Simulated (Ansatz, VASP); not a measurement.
## Two plane-wave programs on Ca

```
Ca
1.0
     3.59736    0.00000    0.00000
     0.00000    3.59736    0.00000
     0.00000    0.00000    3.59736
Ca
1
Direct
  0.00000 0.00000 0.00000
```

Alike in both runs: task single point; functional PBEsol; k mesh 10 × 10 × 10; occupations gaussian, width 0.1 eV; no spin polarisation.

|  | VASP | Ansatz |
| --- | --- | --- |
| version | VASP 6.6.1 | Ansatz 0.2.0 |
| potentials or method | VASP PAW PBE potentials, release 64 (Ca_sv) | scalar-relativistic, plane waves, PAW |
| plane-wave cutoff (eV) | 520 | 420 |
| valence electrons in the cell | 10 | 10 |

|  | VASP | Ansatz | Ansatz less VASP |
| --- | --- | --- | --- |
| gap on the k mesh at the Fermi level (eV) | none | none | - |
| pressure (GPa) | -1.2 | -1.2 | +0.01 |

A gap of «none» marks a metal or a gap that the smearing closes.

Caveats: the PAW data sets were made with another functional, which shifts forces and pressure a little (VASP).
